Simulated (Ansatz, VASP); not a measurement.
**BaTe in VASP and in Ansatz**

```
Ba Te
1.0
     0.00000    3.47140    3.47140
     3.47140    0.00000    3.47140
     3.47140    3.47140    0.00000
Ba Te
1 1
Direct
  0.00000 0.00000 0.00000
  0.50000 0.50000 0.50000
```

Alike in both runs: functional PBEsol; k mesh 8 × 8 × 8; occupations gaussian, width 0.02 eV; no spin polarisation.

Ansatz relaxed the structure, and its values are those at the end. VASP's run is a single point on that final structure, the one shown.

|  | VASP | Ansatz |
| --- | --- | --- |
| version | VASP 6.6.1 | Ansatz 0.2.0 |
| potentials or method | VASP PAW PBE potentials, release 64 (Ba_sv, Te) | scalar-relativistic, plane waves, PAW |
| plane-wave cutoff (eV) | 520 | 420 |
| valence electrons in the cell | 16 | 26 |

|  | VASP | Ansatz | Ansatz less VASP |
| --- | --- | --- | --- |
| gap on the k mesh at the Fermi level (eV) | 1.37 | 1.46 | +0.090 |
| least direct gap on the mesh (eV) | 1.76 | 1.82 | +0.057 |
| pressure (GPa) | 0.4 | 0.0 | -0.39 |

With one functional, cell and mesh, what is left measures potentials, basis and numerics. The two sets of potentials don't hold the same shells in valence.

Caveats: the PAW data sets were made with another functional, which shifts forces and pressure a little (VASP); spin-orbit coupling is left out, which moves the levels of the heavy elements. A k mesh can miss the band edges.
